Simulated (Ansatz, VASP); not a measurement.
## Two plane-wave programs on Si

```
Si
1.0
     3.84720    0.00000    0.00000
    -1.92360    3.33177    0.00000
     0.00000    0.00000   18.44470
Si
4
Direct
  0.33333 0.66667 0.26958
  0.66667 0.33333 0.24397
  0.55556 0.44444 0.55001
  0.88889 0.11111 0.52440
```

Alike in both runs: task single point; functional PBE; dispersion D3(BJ); k mesh 9 × 9 × 1; occupations gaussian, width 0.1 eV; no spin polarisation.

|  | VASP | Ansatz |
| --- | --- | --- |
| version | VASP 6.6.1 | Ansatz 0.2.0 |
| potentials or method | VASP PAW PBE potentials, release 64 (Si) | scalar-relativistic, plane waves, PAW |
| plane-wave cutoff (eV) | 520 | 420 |
| valence electrons in the cell | 16 | 16 |

```csv
,VASP,Ansatz,Ansatz less VASP
gap on the k mesh at the Fermi level (eV),0.17,0.17,0.000
least direct gap on the mesh (eV),0.17,0.17,0.000
rms of the force components (eV/Å),0.032,0.033,+0.0013
```

Atom by atom the forces differ by 0.004 eV/Å (rms over components).
